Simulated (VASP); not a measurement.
# KI (Fm-3m) in VASP: a series of runs, part 2 of 2

VASP 6.6.1. The steps go on from the part before.

## (3) Single point, PBE

Input file INCAR:

```
SYSTEM = KI
PREC     = Accurate       ! precision mode
ENCUT    = 520            ! plane-wave cutoff, eV
EDIFF    = 1E-7           ! SCF threshold, eV
ISMEAR   = 0              ! smearing method
SIGMA    = 0.01           ! smearing width, eV
LREAL    = .FALSE.        ! projectors in reciprocal space
LASPH    = .TRUE.         ! aspherical terms in the spheres
NELM     = 100            ! most SCF steps
ALGO     = Normal         ! electronic algorithm
ISIF     = 2              ! what is computed and relaxed
LWAVE    = .FALSE.        ! write WAVECAR
LCHARG   = .FALSE.        ! write CHGCAR
GGA      = PE             ! functional
NBANDS   = 15             ! bands
```

Input file KPOINTS:

```
regular mesh
0
G
  4 4 4
  0 0 0
```

Input file POSCAR:

```
KI
1.0
    0.0000000000      3.5445661256      3.5445661256
    3.5445661256      0.0000000000      3.5445661256
    3.5445661256      3.5445661256      0.0000000000
K I
1 1
Direct
    0.0000000000      0.0000000000      0.0000000000
    0.5000000000      0.5000000000      0.5000000000
```

Potentials or basis: VASP PAW PBE potentials, release 64 (K_sv, I).

The run is started by

```console
cat potpaw_PBE.64/K_sv/POTCAR potpaw_PBE.64/I/POTCAR > POTCAR
mpirun -np 1 vasp_std > vasp.out
```

OUTCAR:

```text
SYSTEM = KI
   PREC = Accurate
   ENCUT = 520
   EDIFF = 1E-7
   ISMEAR = 0
   LREAL = .FALSE.
   LASPH = .TRUE.
   NELM = 100
   ISIF = 2
   GGA = PE

 ion  position               nearest neighbor table
   1  0.000  0.000  0.000-   2 3.54   2 3.54   2 3.54   2 3.54   2 3.54   2 3.54
   2  0.500  0.500  0.500-   1 3.54   1 3.54   1 3.54   1 3.54   1 3.54   1 3.54

  LATTYP: Found a face centered cubic cell.
 ALAT       =     7.0891322512

  Lattice vectors:

 A1 = (   0.0000000000,   3.5445661256,   3.5445661256)
 A2 = (   3.5445661256,   0.0000000000,   3.5445661256)
[... 312 lines left out ...]

  FORCE on cell =-STRESS in cart. coord.  units (eV):
  Direction    XX          YY          ZZ          XY          YZ          ZX
  --------------------------------------------------------------------------------------
  -------------------------------------------------------------------------------------
  Total        0.2700243      0.2700243      0.2700243     -0.0000000      0.0000000     -0.0000000
  in kB        4.8572913      4.8572913      4.8572913     -0.0000000      0.0000000     -0.0000000
  external PRESSURE =       4.8572913 kB  Pullay stress =       0.0000000 kB

 VOLUME and BASIS-vectors are now :
 -----------------------------------------------------------------------------
  energy-cutoff  :      520.00
  volume of cell :       89.07
      direct lattice vectors                 reciprocal lattice vectors
     0.000000000  3.544566126  3.544566126    -0.141060988  0.141060988  0.141060988
     3.544566126  0.000000000  3.544566126     0.141060988 -0.141060988  0.141060988
     3.544566126  3.544566126  0.000000000     0.141060988  0.141060988 -0.141060988

 POSITION                                       TOTAL-FORCE (eV/Angst)
 -----------------------------------------------------------------------------------
      0.00000      0.00000      0.00000         0.000000     -0.000000      0.000000
      3.54457      3.54457      3.54457        -0.000000      0.000000     -0.000000
 -----------------------------------------------------------------------------------
    total drift:                                0.000000     -0.000000     -0.000000

  FREE ENERGIE OF THE ION-ELECTRON SYSTEM (eV)
  ---------------------------------------------------
  free  energy   TOTEN  =        -5.5586589299 eV

  energy  without entropy=       -5.5586589299  energy(sigma->0) =       -5.55865893
```

It took 17 s on 1 thread of Intel Xeon Platinum 8488C (Sapphire Rapids), shared host; peak memory 0.23 GiB.

What came out:

```yaml
Free_energy: -5.5587 eV
Pressure: 0.5 GPa
Band_gap_on_the_k_mesh: 3.94 eV
```

Caveat: spin-orbit coupling is left out, which moves the levels of the heavy elements.

## (4) Single point, r2SCAN

POSCAR is that of step 3.

Input file INCAR.step1:

```
SYSTEM = KI
ALGO = Normal ; EDIFF = 1E-4
ENCUT = 520 ; GGA = PE
ISMEAR = 0 ; LASPH = .TRUE.
LCHARG = .FALSE. ; LREAL = .FALSE.
LWAVE = .TRUE. ; NBANDS = 15
NELM = 80 ; PREC = Accurate
SIGMA = 0.01
```

Input file INCAR.step2:

```
SYSTEM = KI
ALGO = Normal ; EDIFF = 1E-6
ENCUT = 520 ; ISIF = 2
ISMEAR = 0 ; ISTART = 1
LASPH = .TRUE. ; LCHARG = .TRUE.
LELF = .TRUE. ; LMIXTAU = .TRUE.
LREAL = .FALSE. ; LVHAR = .TRUE.
LWAVE = .FALSE. ; METAGGA = R2SCAN
NBANDS = 15 ; NELM = 80
PREC = Accurate ; SIGMA = 0.01
```

Input file KPOINTS:

```
k-points
0
G
  4 4 4
  0 0 0
```

The run is started by

```console
cat potpaw_PBE.64/K_sv/POTCAR potpaw_PBE.64/I/POTCAR > POTCAR
cp INCAR.step1 INCAR
mpirun -np 1 vasp_std > vasp.out
cp INCAR.step2 INCAR
mpirun -np 1 vasp_std > vasp.out
```

Wall time 50 s (1 thread of Intel Xeon Platinum 8488C (Sapphire Rapids), shared host); peak memory 0.25 GiB.

Results (log left out):

* Free energy: -33.9837 eV
* Pressure: 0.0 GPa
* Band gap on the k mesh: 4.58 eV

Levels at points of the mesh, in eV from the valence-band top:
```
           k point  band 6  band 7  band 8  band 9  band 10  band 11
(0.00, 0.00, 0.00)    0.00    0.00    0.00    4.58     7.05     7.05
(0.50, 0.00, 0.00)   -1.30   -0.33   -0.33    6.01     8.31     8.75
(0.50, 0.50, 0.00)   -1.00   -0.37   -0.37    5.39     6.47     8.82
```

Caveat: the PAW data sets were made with another functional, which shifts forces and pressure a little; spin-orbit coupling is left out, which moves the levels of the heavy elements.

## (5) Single point, PBE

Input file INCAR:

```
PREC = Accurate ; ENCUT = 520
EDIFF = 1E-7 ; ISMEAR = 0
SIGMA = 0.01 ; LREAL = False
LASPH = True ; NELM = 80
ALGO = Normal ; ISIF = 2
LWAVE = False ; LCHARG = False
GGA = PE ; NBANDS = 15
```

Input file KPOINTS:

```
Automatic mesh
0
Gamma
  6 6 6
```

POSCAR is that of step 4.

The run is started by

```console
cat potpaw_PBE.64/K_sv/POTCAR potpaw_PBE.64/I/POTCAR > POTCAR
mpirun -np 1 vasp_std > vasp.out
```

It took 26 s on 1 thread of Intel Xeon Platinum 8488C (Sapphire Rapids), shared host; peak memory 0.24 GiB.

The run converged. Its results:

- Free energy: -5.5595 eV
- Pressure: 0.5 GPa
- Band gap on the k mesh: 3.94 eV

Levels at points of the mesh, in eV from the valence-band top:
```tsv
k point	band 6	band 7	band 8	band 9	band 10	band 11
(0.00, 0.00, 0.00)	0.00	0.00	0.00	3.94	6.50	6.50
(0.50, 0.00, 0.00)	-1.30	-0.33	-0.33	5.51	7.68	8.12
(0.50, 0.50, 0.00)	-0.98	-0.36	-0.36	4.95	5.74	8.09
```

Caveat: spin-orbit coupling is left out, which moves the levels of the heavy elements.

## (6) Overview

| level | k mesh | gap on the mesh (eV) | pressure (GPa) |
| --- | --- | --- | --- |
| PBE | 4 × 4 × 4 | 3.94 | 0.5 |
| r2SCAN | 4 × 4 × 4 | 4.58 | 0.0 |
| PBE | 6 × 6 × 6 | 3.94 | 0.5 |

Alike in all rows: task single point; potentials or basis VASP PAW PBE potentials, release 64 (K_sv, I); no spin polarisation; cell as given; cutoff (eV) 520; smearing gaussian 0.01 eV.

On the cell as given the gap runs from 3.94 eV (PBE) to 4.58 eV (r2SCAN); the meshes differ, which moves gaps too. The pressure there spans 0.0 GPa (r2SCAN) to 0.5 GPa (PBE); a positive pressure means that this level wants a larger cell, a negative one a smaller.

Caveats: spin-orbit coupling is left out, which moves the levels of the heavy elements; the PAW data sets were made with another functional, which shifts forces and pressure a little (at least some runs).

Absolute energies hang on the potentials; compare differences alone.

## (7) How close it comes

Step 2. A measured gap of KI is 6.32 eV (a printed reference work, monograph); the calculated 3.94 eV misses it by -2.38 eV. Spin-orbit coupling on I is left out. The value is that of PBE, without temperature or zero-point motion. Semilocal functionals fall short of measured gaps as a rule.

Step 4. A measured gap of KI is 6.32 eV (a printed reference work, monograph); the calculated 4.58 eV misses it by -1.74 eV. Spin-orbit coupling on I is left out. The value is that of r2SCAN, without temperature or zero-point motion.

Step 5. Measured gap of KI: 6.32 eV (a printed reference work, monograph). This calculation gives 3.94 eV (-2.38 eV). Spin-orbit coupling on I is left out. The value is that of PBE, without temperature or zero-point motion. Semilocal functionals fall short of measured gaps as a rule.
